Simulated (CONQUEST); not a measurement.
Crystal: C.

```
C
1.0
     2.52207    0.00000    0.00000
     0.00000    2.52207    0.00000
     0.00000    0.00000    3.56674
C
4
Direct
  0.00458 0.49736 0.25042
  0.50458 0.99736 0.75042
  0.48754 0.49534 0.99394
  0.98754 0.99534 0.49394
```

This isn't the form of C at room conditions, which is graphite.

The cell isn't the ideal one: atoms moved at random, drawn with an rms of 0.05 Å.

Base run:

- Program: CONQUEST 1.3
- Functional: PBE
- Potentials or basis: PseudoDojo NC PBE, DZP, multi-site functions of range 12 bohr, grid cutoff 120 Ha
- k mesh: 8 × 8 × 6
- Occupations: fermi-dirac, width 0.05 eV
- Spin: no spin polarisation

Its results: band gap on the k mesh 3.47 eV; pressure 8.2 GPa; largest force 1.756 eV/Å.

Q: The run is repeated on the same cell with these changes: potentials or basis from PseudoDojo NC PBE, DZP, multi-site functions of range 12 bohr, grid cutoff 120 Ha to PseudoDojo NC PBE, DZP, grid cutoff 120 Ha. What comes out?

A: Band gap on the k mesh 3.36 eV; pressure 8.2 GPa; largest force 1.751 eV/Å.

Caveats: the basis of atomic orbitals isn't converged, which shifts pressures, moduli and gaps; multi-site functions contract the basis, which raises the energy a little and makes forces and stress less exact (some runs).

A k mesh can miss the band edges.
